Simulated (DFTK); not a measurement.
Input of a DFTK 0.8.2 run:

Contents of run.jl:

```julia
using DFTK
using PseudoPotentialData
using Unitful, UnitfulAtomic
using LinearAlgebra, Printf
include("save.jl")
disable_threading()

# lattice vectors are the columns
lattice = austrip(1u"Å") * [           0.0           2.77           2.77;
                     2.77            0.0           2.77;
                     2.77           2.77            0.0]
symbols   = [:Te, :Be]
positions = [[0.75, 0.75, 0.75],
             [0.0, 0.0, 0.0]]
pseudopotentials = PseudoFamily("dojo.nc.sr.pbesol.v0_4_1.standard.upf")
elements = Dict(s => ElementPsp(s, pseudopotentials) for s in unique(symbols))
atoms    = [elements[s] for s in symbols]

build_model(lattice, positions; symmetries=true) =
    model_DFT(lattice, atoms, positions;
              functionals=PBEsol(),
              temperature=austrip(0.05u"eV"),
              smearing=Smearing.FermiDirac(),
              symmetries)
Ecut  = 44.0  # hartree
kgrid = [8, 8, 8]
tol   = 1e-6
to_GPa = ustrip(uconvert(u"GPa", 1u"hartree/bohr^3"))

results["points"] = []
for scale in [0.94, 0.96, 0.98, 1.0, 1.02, 1.04, 1.06]
    println("\n=== scale = ", scale)
    model = build_model(cbrt(scale) * lattice, positions)
    basis = PlaneWaveBasis(model; Ecut, kgrid)
    t0 = time()
    scfres = self_consistent_field(basis;
                                   tol,
                                   nbandsalg=AdaptiveBands(model; n_bands_converge=15))
    seconds = time() - t0
    @printf "SCF: %d iterations, %.1f s\n" scfres.n_iter seconds
    forces = compute_forces_cart(scfres)
    stress = compute_stresses_cart(scfres)
    @printf "V = %.5f Å^3  F = %.8f Ha  max force = %.5f eV/Å  p = %.4f GPa\n" ustrip(auconvert(u"Å^3", model.unit_cell_volume)) scfres.energies.total ustrip(auconvert(u"eV/Å", maximum(norm, forces))) (-tr(stress) / 3 * to_GPa)
    push!(results["points"], save_scf!(scfres; forces, stress, d=Dict{String,Any}("seconds" => seconds, "n_matvec" => get(scfres, :n_matvec, 0))))
end

# third-order Birch-Murnaghan fit in x = V^(-2/3)
V = [0.94, 0.96, 0.98, 1.0, 1.02, 1.04, 1.06] * abs(det(lattice))
E = [p["total"] for p in results["points"]]
x = V .^ (-2 / 3)
c = [x .^ 0 x x .^ 2 x .^ 3] \ E
Δ = c[3]^2 - 3c[2] * c[4]
if Δ > 0
    x0 = (-c[3] + sqrt(Δ)) / 3c[4]
    B0 = 4 / 9 * x0^(7 / 2) * (2c[3] + 6c[4] * x0)
    @printf "V0 = %.4f Å^3  B0 = %.2f GPa\n" ustrip(auconvert(u"Å^3", x0^(-3 / 2))) B0 * to_GPa
end
```

Potentials or basis: dojo.nc.sr.pbesol.v0_4_1.standard.upf (PBEsol).

Command:

```bash
$ julia --threads=1 run.jl  # save.jl only writes the numbers to a file and isn't shown; printed stress counts tension as positive; times include loading and compiling
```

**Question.** What does it give for the bulk modulus?

**Answer.** 60 GPa.

**Question.** Estimate the equilibrium volume.

**Answer.** 22.06 Å³/atom.

**Question.** What does it give for the pressure derivative of the bulk modulus?

**Answer.** 4.0.

Energy against volume, from the lowest point:
```csv
volume (Å³/atom),energy (meV/atom)
19.979,43.68
20.404,26.72
20.829,14.26
21.254,5.91
21.679,1.27
22.104,0.00
22.529,1.79
```

The run has no spin-orbit coupling, so splittings on Te are missing. Zero-point motion and thermal expansion aren't in these numbers.
